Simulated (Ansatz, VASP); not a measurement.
**Sn: VASP beside Ansatz**

INCAR

```
ALGO = Normal ; EDIFF = 1E-6
ENCUT = 520 ; GGA = PE
ISIF = 2 ; ISMEAR = -1
LASPH = T ; LCHARG = F
LREAL = F ; LWAVE = F
NBANDS = 21 ; NELM = 80
PREC = Accurate ; SIGMA = 0.05
```

File KPOINTS:

```
k-points
0
Gamma
  5 5 5
```

The input POSCAR:

```
Sn
1.0
   -2.9401404553      2.9401404553      1.5993019889
    2.9401404553     -2.9401404553      1.5993019889
    2.9401404553      2.9401404553     -1.5993019889
Sn
2
Direct
    0.0000000000      0.0000000000      0.0000000000
    0.7500000000      0.2500000000      0.5000000000
```

File input.yaml:

```yaml
crystal:
  lattice:
    - [-2.9401404553, 2.9401404553, 1.5993019889]
    - [2.9401404553, -2.9401404553, 1.5993019889]
    - [2.9401404553, 2.9401404553, -1.5993019889]
  atoms:
    - { symbol: Sn, position: [0.0, 0.0, 0.0] }
    - { symbol: Sn, position: [0.75, 0.25, 0.5] }
hamiltonian:
  xc: pbe
  pseudopotentials: { kind: paw }
kpoints:
  mp_grid: { grid: [5, 5, 5] }
  band_path:
    path:
      - [[0.0, 0.0, 0.0], [0.0, 0.0, 0.5], [-0.5, 0.5, 0.5], [0.0, 0.0, 0.0], [0.3239715651, 0.3239715651, -0.3239715651], [0.25, 0.25, 0.25], [0.0, 0.5, 0.0], [-0.3239715651, 0.6760284349, 0.3239715651], [-0.5, 0.5, 0.5]]
      - [[0.0, 0.0, 0.5], [0.25, 0.25, 0.25]]
    npoints: 14
scf:
  occupations: { method: fermi_dirac, width: 0.05 }
  n_extra_bands: 6
output:
  forces: true
  stress: true
  eigenvalues: true
  fatbands: false
```

Alike in both runs: functional PBE; k mesh 5 × 5 × 5; occupations fermi-dirac, width 0.05 eV; no spin polarisation.

|  | VASP | Ansatz |
| --- | --- | --- |
| version | VASP 6.6.1 | Ansatz 0.2.0 |
| potentials or method | VASP PAW PBE potentials, release 64 (Sn_d) | Ansatz PAW |
| plane-wave cutoff (eV) | 520 | 420 |
| valence electrons in the cell | 28 | 28 |
| task | single point | band structure |

```tsv
	VASP	Ansatz	Ansatz less VASP
gap on the k mesh at the Fermi level (eV)	none	none	-
pressure (GPa)	1.8	1.8	+0.05
largest component of the traceless stress (GPa)	3.53	3.54	+0.010
```

A gap of «none» marks a metal or a gap that the smearing closes. The functional is the same, so the differences come from potentials, cutoffs and numerics.

Caveats: the k mesh is coarse (spacing up to 0.45 Å⁻¹), so the values aren't converged; spin-orbit coupling is left out, which moves the levels of the heavy elements (Ansatz).
